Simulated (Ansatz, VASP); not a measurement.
**HfC: VASP beside Ansatz**

```
Hf C
1.0
     0.00000    2.32500    2.32500
     2.32500    0.00000    2.32500
     2.32500    2.32500    0.00000
Hf C
1 1
Direct
  0.50000 0.50000 0.50000
  0.00000 0.00000 0.00000
```

Alike in both runs: task single point; functional PBE; k mesh 5 × 5 × 5; occupations fermi-dirac, width 0.06 eV; no spin polarisation.

|  | VASP | Ansatz |
| --- | --- | --- |
| version | VASP 6.6.1 | Ansatz 0.2.0 |
| potentials or method | VASP PAW PBE potentials, release 64 (Hf_pv, C), cutoff 520 eV | all-electron LAPW, scalar-relativistic |

|  | VASP | Ansatz | Ansatz less VASP |
| --- | --- | --- | --- |
| gap on the k mesh at the Fermi level (eV) | none | none | - |
| pressure (GPa) | 0.2 | 0.8 | +0.63 |

A gap of «none» marks a metal or a gap that the smearing closes. Ansatz ran all-electron here, so the differences hold the error of VASP's frozen core and of both bases.

Caveats: the k mesh is coarse (spacing up to 0.47 Å⁻¹), so the values aren't converged; the k mesh is thin for a metal, which can move the energy by tens of meV per atom (Ansatz). The runs have no spin-orbit coupling, so splittings on Hf are missing.
